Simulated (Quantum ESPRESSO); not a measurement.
# FeO (Wuestite) (Fm-3m) in Quantum ESPRESSO: notebook

One crystal, FeO (Wuestite), is run at these levels: rev-vdW-DF2; tasks: single point, equation of state.

Everything below comes from runs of Quantum ESPRESSO 7.5. Logs are shortened: lines on timing, memory, paths and dates and some standing lists are left out, and cuts for length are marked.

## 1. The crystal as given

It takes space group Fm-3m (No. 225, cubic). Conventional cell: a = 4.311 Å, b = 4.311 Å, c = 4.311 Å, α = 90.00°, β = 90.00°, γ = 90.00°. Around Fe (site symmetry m-3m) lie 6 O at 2.16 Å. O (site symmetry m-3m) is surrounded by 6 Fe at 2.16 Å.

## 2. Single point, rev-vdW-DF2, collinear spin, ferromagnetic start, 9.41 Å³/atom

Input file pw.in:

```
&CONTROL
  calculation = 'scf'
  prefix = 'pwscf'
  outdir = './tmp'
  pseudo_dir = './pseudo'
  tprnfor = .true.
  tstress = .true.
  disk_io = 'nowf'
/
&SYSTEM
  ibrav = 0
  nat = 2
  ntyp = 2
  ecutwfc = 90
  nbnd = 21
  input_dft = 'vdw-df2-b86r'
  occupations = 'smearing'
  smearing = 'fd'
  degauss = 0.00367493
  nspin = 2
  starting_magnetization(1) = 0.1875
  starting_magnetization(2) = 0
/
&ELECTRONS
  conv_thr = 4d-10
  electron_maxstep = 120
  mixing_beta = 0.3
/
ATOMIC_SPECIES
Fe    55.8450 Fe.upf
O     15.9990 O.upf
CELL_PARAMETERS angstrom
   0.0000000000    2.1113998987    2.1113998987
   2.1113998987    0.0000000000    2.1113998987
   2.1113998987    2.1113998987    0.0000000000
ATOMIC_POSITIONS crystal
Fe     0.0000000000    0.0000000000    0.0000000000
O      0.5000000000    0.5000000000    0.5000000000
K_POINTS automatic
9 9 9 0 0 0
```

Potentials or basis: PseudoDojo 0.4.1 SR PBE standard.

Launch:

```
$ OMP_NUM_THREADS=1 pw.x -in pw.in > pw.out
```

pw.out:

```text
This program is part of the open-source Quantum ESPRESSO suite
     for quantum simulation of materials; please cite
         "P. Giannozzi et al., J. Phys.:Condens. Matter 21 395502 (2009);
         "P. Giannozzi et al., J. Phys.:Condens. Matter 29 465901 (2017);
         "P. Giannozzi et al., J. Chem. Phys. 152 154105 (2020);
     in publications or presentations arising from this work. More details at

     IMPORTANT: XC functional enforced from input :
     Exchange-correlation= VDW-DF2-B86R
                           (   1   4  26   0   2   0   0)
     Any further DFT definition will be discarded
     Please, verify this is what you really want

     Message from routine setup:
     using ibrav=0 with symmetry is DISCOURAGED, use correct ibrav instead

     G-vector sticks info
     --------------------
     sticks:   dense  smooth     PW     G-vecs:    dense   smooth      PW
     Sum         793     793    241                14649    14649    2445

     Using Slab Decomposition

     bravais-lattice index     =            0
     lattice parameter (alat)  =       5.6427  a.u.
     unit-cell volume          =     127.0393 (a.u.)^3
     number of atoms/cell      =            2
     number of atomic types    =            2
     number of electrons       =        22.00
     number of Kohn-Sham states=           21
     kinetic-energy cutoff     =      90.0000  Ry
     charge density cutoff     =     360.0000  Ry
     scf convergence threshold =      4.0E-10
     mixing beta               =       0.3000
     number of iterations used =            8  plain     mixing
     Exchange-correlation= VDW-DF2-B86R
                           (   1   4  26   0   2   0   0)

     celldm(1)=   5.642666  celldm(2)=   0.000000  celldm(3)=   0.000000
     celldm(4)=   0.000000  celldm(5)=   0.000000  celldm(6)=   0.000000

     crystal axes: (cart. coord. in units of alat)
               a(1) = (   0.000000   0.707107   0.707107 )
               a(2) = (   0.707107   0.000000   0.707107 )
               a(3) = (   0.707107   0.707107   0.000000 )

     reciprocal axes: (cart. coord. in units 2 pi/alat)
               b(1) = ( -0.707107  0.707107  0.707107 )
               b(2) = (  0.707107 -0.707107  0.707107 )
               b(3) = (  0.707107  0.707107 -0.707107 )

     PseudoPot. # 1 for Fe read from file:
     Fe.upf
     Pseudo is Norm-conserving + core correction, Zval = 16.0
     Generated using ONCVPSP code by D. R. Hamann
     Using radial grid of 1426 points,  6 beta functions with:
                l(1) =   0
                l(2) =   0
                l(3) =   1
                l(4) =   1
                l(5) =   2
                l(6) =   2

     PseudoPot. # 2 for O  read from file:
     O.upf
     Pseudo is Norm-conserving + core correction, Zval =  6.0
     Generated using ONCVPSP code by D. R. Hamann
     Using radial grid of  936 points,  5 beta functions with:
                l(1) =   0
                l(2) =   0
                l(3) =   1
                l(4) =   1
                l(5) =   2

     atomic species   valence    mass     pseudopotential
     Fe               16.00    55.84500     Fe( 1.00)
     O                 6.00    15.99900     O ( 1.00)

     Starting magnetic structure
     atomic species   magnetization
     Fe              0.188
     O               0.000

     48 Sym. Ops., with inversion, found

   Cartesian axes

     site n.     atom                  positions (alat units)
         1        Fe     tau(   1) = (   0.0000000   0.0000000   0.0000000  )
         2        O      tau(   2) = (   0.7071068   0.7071068   0.7071068  )

     number of k points=    35  Fermi-Dirac smearing, width (Ry)=  0.0037
                       cart. coord. in units 2pi/alat
        k(    1) = (   0.0000000   0.0000000   0.0000000), wk =   0.0013717
        k(    2) = (   0.0785674   0.0785674  -0.0785674), wk =   0.0109739
        k(    3) = (   0.1571348   0.1571348  -0.1571348), wk =   0.0109739
[... 50 lines left out ...]
     estimated scf accuracy    <       0.00000002 Ry

     total magnetization       =     4.00 Bohr mag/cell
     absolute magnetization    =     4.01 Bohr mag/cell

     iteration # 11     ecut=    90.00 Ry     beta= 0.30
     Davidson diagonalization with overlap
     ethr =  9.50E-11,  avg # of iterations =  1.0

     Magnetic moment per site  (integrated on atomic sphere of radius R)
     atom   1 (R=0.292)  charge= 13.4868  magn=  3.4169
     atom   2 (R=0.292)  charge=  5.7889  magn=  0.3474

     End of self-consistent calculation

 ------ SPIN UP ------------

          k = 0.0000 0.0000 0.0000 (  1837 PWs)   bands (ev):

   -73.8995 -40.0886 -40.0886 -40.0886  -5.5554  11.5752  11.5752  11.5752
    11.6508  11.6508  11.6508  11.9219  11.9219  16.1623  31.3078  33.2510
    33.2510  33.2510  37.4307  37.4307  37.4307

          k = 0.0786 0.0786-0.0786 (  1847 PWs)   bands (ev):

   -73.8986 -40.0970 -40.0897 -40.0897  -5.4193  10.3884  10.6018  10.6018
    11.7779  11.7779  12.1119  12.9311  12.9311  16.9642  29.6060  32.8611
    32.8611  34.0202  36.3846  36.3846  38.7350

          k = 0.1571 0.1571-0.1571 (  1850 PWs)   bands (ev):

   -73.8963 -40.1180 -40.0924 -40.0924  -5.0546   8.7660   9.6703   9.6703
    12.0329  12.0329  12.4315  14.0361  14.0361  18.4643  27.1984  31.3974
    31.3974  34.6867  36.3963  36.3963  41.5672

          k = 0.2357 0.2357-0.2357 (  1853 PWs)   bands (ev):
[... 179 lines left out ...]
          k =-0.0000-0.4714 0.6285 (  1823 PWs)   bands (ev):

   -73.8894 -40.1422 -40.1272 -40.1127  -4.1911   8.1254   8.5398   9.1543
    12.0148  12.7576  12.9456  13.0382  13.8927  23.0045  24.8389  25.2381
    29.4118  33.7306  38.8377  43.9275  45.0880

          k =-0.0786-0.3928 0.7071 (  1822 PWs)   bands (ev):

   -73.8895 -40.1381 -40.1296 -40.1134  -4.1744   8.0645   8.6196   8.7586
    12.4196  12.5696  12.9218  13.0327  14.1309  23.5525  24.7222  25.2051
    28.5486  35.3426  37.0330  44.4839  45.0938

 ------ SPIN DOWN ----------

          k = 0.0000 0.0000 0.0000 (  1837 PWs)   bands (ev):

   -70.0952 -36.1332 -36.1332 -36.1332  -4.9635  12.2270  12.2270  12.2270
    14.8676  14.8676  14.8676  15.8552  15.8552  16.9131  31.3464  34.2735
    34.2735  34.2735  38.8015  38.8015  38.8015

          k = 0.0786 0.0786-0.0786 (  1847 PWs)   bands (ev):

   -70.0942 -36.1435 -36.1344 -36.1344  -4.8237  11.2938  11.8468  11.8468
    15.0334  15.0334  15.0445  16.2861  16.2861  17.7261  30.1966  33.8767
    33.8767  34.6404  37.6292  37.6292  39.9629

          k = 0.1571 0.1571-0.1571 (  1850 PWs)   bands (ev):

   -70.0916 -36.1695 -36.1376 -36.1376  -4.4487   9.6321  11.1348  11.1348
    15.3568  15.3996  15.3996  17.2076  17.2076  19.2385  28.0796  32.3840
    32.3840  35.3643  37.4838  37.4838  42.4614

          k = 0.2357 0.2357-0.2357 (  1853 PWs)   bands (ev):
[... 179 lines left out ...]
          k =-0.0000-0.4714 0.6285 (  1823 PWs)   bands (ev):

   -70.0835 -36.1985 -36.1802 -36.1623  -3.5206   8.7867   9.4533  10.2762
    14.8538  16.2091  16.5194  16.9819  17.5302  24.1400  25.5847  26.2873
    30.3483  34.6366  39.4114  44.9718  45.4692

          k =-0.0786-0.3928 0.7071 (  1822 PWs)   bands (ev):

   -70.0836 -36.1936 -36.1830 -36.1632  -3.5067   8.8387   9.4281   9.9362
    15.4055  15.8869  16.5268  16.9385  17.7248  24.6846  25.5934  26.1421
    29.4584  36.1456  37.7625  45.5892  45.9914

     the Fermi energy is    15.6658 ev

!    total energy              =    -283.69708431 Ry
     estimated scf accuracy    <          2.4E-10 Ry
     smearing contrib. (-TS)   =      -0.00070477 Ry
     internal energy E=F+TS    =    -283.69637954 Ry

     The total energy is F=E-TS. E is the sum of the following terms:
     one-electron contribution =    -118.44934195 Ry
     hartree contribution      =      72.77587429 Ry
     xc contribution           =     -44.03531413 Ry
     ewald contribution        =    -193.98759775 Ry

     total magnetization       =     4.00 Bohr mag/cell
     absolute magnetization    =     4.01 Bohr mag/cell

     convergence has been achieved in  11 iterations

     Forces acting on atoms (cartesian axes, Ry/au):

     atom    1 type  1   force =     0.00000000    0.00000000   -0.00000000
     atom    2 type  2   force =     0.00000000    0.00000000    0.00000000

     Total force =     0.000000     Total SCF correction =     0.000000

     Computing stress (Cartesian axis) and pressure

          total   stress  (Ry/bohr**3)                   (kbar)     P=       76.43
   0.00051954  -0.00000000   0.00000000           76.43       -0.00        0.00
  -0.00000000   0.00051954   0.00000000           -0.00       76.43        0.00
   0.00000000   0.00000000   0.00051954            0.00        0.00       76.43

=------------------------------------------------------------------------------=
   JOB DONE.
=------------------------------------------------------------------------------=
```

Wall time 1.8 min (1 thread of Arm Neoverse V1, shared host); peak memory 0.12 GiB.

Results:

```
Free energy                                           : -3859.8955 eV
Pressure                                              : 7.6 GPa
Band gap on the k mesh                                : none (metal or under the smearing width)
Net moment                                            : 4.00 μB per cell
Absolute moment                                       : 4.01 μB per cell
Site moments                                          : Fe +3.42; O +0.35 μB
Valence electrons inside the program's atomic spheres : Fe 13.49; O 5.79
```

Caveat: the potentials were made for another functional, which shifts forces and pressure; a cell with one magnetic atom can't hold antiferromagnetic order, which such compounds often take; semilocal functionals often make such compounds metallic where correlation or magnetic order opens a gap, which also shifts bond lengths.

## 3. Single point, rev-vdW-DF2, collinear spin, ferromagnetic start, 9.61 Å³/atom

Edit pw.in of step 2 so:

```diff
@@ -32,5 +32,5 @@
 CELL_PARAMETERS angstrom
-   0.0000000000    2.1113998987    2.1113998987
-   2.1113998987    0.0000000000    2.1113998987
-   2.1113998987    2.1113998987    0.0000000000
+   0.0000000000    2.1262694020    2.1262694020
+   2.1262694020    0.0000000000    2.1262694020
+   2.1262694020    2.1262694020    0.0000000000
 ATOMIC_POSITIONS crystal
```

Potentials or basis: PseudoDojo 0.4.1 SR PBE standard.

Launch:

```
$ OMP_NUM_THREADS=1 pw.x -in pw.in > pw.out
```

Run time: 1.9 min. Hardware: 1 thread of Arm Neoverse V1, shared host; peak memory 0.11 GiB.

The run converged. Its results:

* Free energy: -3859.9089 eV
* Pressure: 3.0 GPa
* Band gap on the k mesh: none (metal or under the smearing width)
* Net moment: 4.00 μB per cell
* Absolute moment: 4.01 μB per cell
* Site moments: Fe +3.43; O +0.34 μB
* Valence electrons inside the program's atomic spheres: Fe 13.51; O 5.80

Caveat: the potentials were made for another functional, which shifts forces and pressure; a cell with one magnetic atom can't hold antiferromagnetic order, which such compounds often take; semilocal functionals often make such compounds metallic where correlation or magnetic order opens a gap, which also shifts bond lengths.

## 4. Single point, rev-vdW-DF2, collinear spin, ferromagnetic start, 9.81 Å³/atom

Edit pw.in of step 3 so:

```diff
@@ -32,5 +32,5 @@
 CELL_PARAMETERS angstrom
-   0.0000000000    2.1262694020    2.1262694020
-   2.1262694020    0.0000000000    2.1262694020
-   2.1262694020    2.1262694020    0.0000000000
+   0.0000000000    2.1409337923    2.1409337923
+   2.1409337923    0.0000000000    2.1409337923
+   2.1409337923    2.1409337923    0.0000000000
 ATOMIC_POSITIONS crystal
```

Launch:

```
$ OMP_NUM_THREADS=1 pw.x -in pw.in > pw.out
```

It took 1.8 min on 1 thread of Arm Neoverse V1, shared host; peak memory 0.12 GiB.

The run converged. Its results:

```yaml
Free_energy: -3859.9113 eV
Pressure: -1.1 GPa
Band_gap_on_the_k_mesh: none (metal or under the smearing width)
Net_moment: 4.00 μB per cell
Absolute_moment: 4.01 μB per cell
Site_moments: Fe +3.44; O +0.34 μB
Valence_electrons_inside_the_program's_atomic_spheres: Fe 13.53; O 5.82
```

Caveat: the potentials were made for another functional, which shifts forces and pressure; a cell with one magnetic atom can't hold antiferromagnetic order, which such compounds often take; semilocal functionals often make such compounds metallic where correlation or magnetic order opens a gap, which also shifts bond lengths.

## 5. Single point, rev-vdW-DF2, collinear spin, ferromagnetic start, 10.01 Å³/atom

Edit pw.in of step 4 so:

```diff
@@ -32,5 +32,5 @@
 CELL_PARAMETERS angstrom
-   0.0000000000    2.1409337923    2.1409337923
-   2.1409337923    0.0000000000    2.1409337923
-   2.1409337923    2.1409337923    0.0000000000
+   0.0000000000    2.1554000000    2.1554000000
+   2.1554000000    0.0000000000    2.1554000000
+   2.1554000000    2.1554000000    0.0000000000
 ATOMIC_POSITIONS crystal
```

Launch:

```
$ OMP_NUM_THREADS=1 pw.x -in pw.in > pw.out
```

It took 1.9 min on 1 thread of Arm Neoverse V1, shared host; peak memory 0.12 GiB.

Results (log left out):

```
Free energy                                           : -3859.9040 eV
Pressure                                              : -4.8 GPa
Band gap on the k mesh                                : none (metal or under the smearing width)
Net moment                                            : 4.00 μB per cell
Absolute moment                                       : 4.01 μB per cell
Site moments                                          : Fe +3.45; O +0.33 μB
Valence electrons inside the program's atomic spheres : Fe 13.55; O 5.83
```

Caveat: the potentials were made for another functional, which shifts forces and pressure; a cell with one magnetic atom can't hold antiferromagnetic order, which such compounds often take; semilocal functionals often make such compounds metallic where correlation or magnetic order opens a gap, which also shifts bond lengths.

## 6. Single point, rev-vdW-DF2, collinear spin, ferromagnetic start, 10.21 Å³/atom

Edit pw.in of step 5 so:

```diff
@@ -32,5 +32,5 @@
 CELL_PARAMETERS angstrom
-   0.0000000000    2.1554000000    2.1554000000
-   2.1554000000    0.0000000000    2.1554000000
-   2.1554000000    2.1554000000    0.0000000000
+   0.0000000000    2.1696745882    2.1696745882
+   2.1696745882    0.0000000000    2.1696745882
+   2.1696745882    2.1696745882    0.0000000000
 ATOMIC_POSITIONS crystal
```

Potentials or basis: PseudoDojo 0.4.1 SR PBE standard.

Launch:

```
$ OMP_NUM_THREADS=1 pw.x -in pw.in > pw.out
```

It took 1.9 min on 1 thread of Arm Neoverse V1, shared host; peak memory 0.12 GiB.

It converged, with:

```yaml
Free_energy: -3859.8880 eV
Pressure: -8.1 GPa
Band_gap_on_the_k_mesh: none (metal or under the smearing width)
Net_moment: 4.00 μB per cell
Absolute_moment: 4.01 μB per cell
Site_moments: Fe +3.46; O +0.33 μB
Valence_electrons_inside_the_program's_atomic_spheres: Fe 13.57; O 5.85
```

Caveat: the potentials were made for another functional, which shifts forces and pressure; a cell with one magnetic atom can't hold antiferromagnetic order, which such compounds often take; semilocal functionals often make such compounds metallic where correlation or magnetic order opens a gap, which also shifts bond lengths.

## 7. Single point, rev-vdW-DF2, collinear spin, ferromagnetic start, 10.41 Å³/atom

Edit pw.in of step 6 so:

```diff
@@ -32,5 +32,5 @@
 CELL_PARAMETERS angstrom
-   0.0000000000    2.1696745882    2.1696745882
-   2.1696745882    0.0000000000    2.1696745882
-   2.1696745882    2.1696745882    0.0000000000
+   0.0000000000    2.1837637790    2.1837637790
+   2.1837637790    0.0000000000    2.1837637790
+   2.1837637790    2.1837637790    0.0000000000
 ATOMIC_POSITIONS crystal
```

Launch:

```
$ OMP_NUM_THREADS=1 pw.x -in pw.in > pw.out
```

Wall time 1.9 min (1 thread of Arm Neoverse V1, shared host); peak memory 0.12 GiB.

Results (log left out):

```
Free energy                                           : -3859.8642 eV
Pressure                                              : -11.0 GPa
Band gap on the k mesh                                : none (metal or under the smearing width)
Net moment                                            : 4.00 μB per cell
Absolute moment                                       : 4.02 μB per cell
Site moments                                          : Fe +3.46; O +0.33 μB
Valence electrons inside the program's atomic spheres : Fe 13.59; O 5.86
```

Caveat: the potentials were made for another functional, which shifts forces and pressure; a cell with one magnetic atom can't hold antiferromagnetic order, which such compounds often take; semilocal functionals often make such compounds metallic where correlation or magnetic order opens a gap, which also shifts bond lengths.

## 8. Single point, rev-vdW-DF2, collinear spin, ferromagnetic start, 10.61 Å³/atom

Edit pw.in of step 7 so:

```diff
@@ -32,5 +32,5 @@
 CELL_PARAMETERS angstrom
-   0.0000000000    2.1837637790    2.1837637790
-   2.1837637790    0.0000000000    2.1837637790
-   2.1837637790    2.1837637790    0.0000000000
+   0.0000000000    2.1976734774    2.1976734774
+   2.1976734774    0.0000000000    2.1976734774
+   2.1976734774    2.1976734774    0.0000000000
 ATOMIC_POSITIONS crystal
```

Launch:

```
$ OMP_NUM_THREADS=1 pw.x -in pw.in > pw.out
```

Wall time 1.9 min (1 thread of Arm Neoverse V1, shared host); peak memory 0.12 GiB.

The run converged. Its results:

```yaml
Free_energy: -3859.8335 eV
Pressure: -13.7 GPa
Band_gap_on_the_k_mesh: none (metal or under the smearing width)
Net_moment: 4.00 μB per cell
Absolute_moment: 4.02 μB per cell
Site_moments: Fe +3.47; O +0.32 μB
Valence_electrons_inside_the_program's_atomic_spheres: Fe 13.61; O 5.88
```

Caveat: the potentials were made for another functional, which shifts forces and pressure; a cell with one magnetic atom can't hold antiferromagnetic order, which such compounds often take; semilocal functionals often make such compounds metallic where correlation or magnetic order opens a gap, which also shifts bond lengths.

## 9. Equation of state, rev-vdW-DF2, collinear spin, ferromagnetic start

Potentials or basis: PseudoDojo 0.4.1 SR PBE standard.

This step only gathers the single runs of the series.

What came out:

```
Equilibrium volume                      : 9.76 Å³/atom
Bulk modulus                            : 196 GPa
Pressure derivative of the bulk modulus : 4.6
```

Energy against volume, from the lowest point:
```
volume (Å³/atom)  energy (meV/atom)
           9.413               7.94
           9.613               1.23
           9.813               0.00
          10.013               3.66
          10.214              11.68
          10.414              23.57
          10.614              38.93
```

Caveat: the potentials were made for another functional, which shifts forces and pressure.
